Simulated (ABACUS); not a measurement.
Here is an ABACUS 3.10.1 calculation.

The input INPUT:

```
INPUT_PARAMETERS
suffix              Rh
calculation         scf
basis_type          pw
pseudo_dir          ./
latname             fcc
symmetry            1
dft_functional      GGA_X_AM05+GGA_C_AM05
ecutwfc             89
pseudo_rcut         10
nspin               1
nbands              19
ks_solver           dav
smearing_method     fd
smearing_sigma      0.00367493
scf_thr             1e-08
scf_nmax            100
mixing_type         broyden
mixing_beta         0.7
cal_force           1
cal_stress          1
out_chg             1
kpar                4
```

STRU

```
ATOMIC_SPECIES
Rh 102.9055 Rh.upf

LATTICE_CONSTANT
7.1728334512

ATOMIC_POSITIONS
Direct

Rh
0.0
1
0.0000000000 0.0000000000 0.0000000000 1 1 1
```

File KPT:

```
K_POINTS
0
Gamma
10 10 10 0 0 0
```

Potentials or basis: PseudoDojo NC SR 0.4 PBEsol stringent, plane waves.

Command:

```sh
$ OMP_NUM_THREADS=1 mpirun -np 4 abacus > log
```

(1) What does it give for the pressure?

(2) Predict the band gap on the k mesh.

## Answers

(1) -4.7 GPa.

(2) none (metal or under the smearing width).

Caveat: the potentials were made for another functional, which shifts forces and pressure.
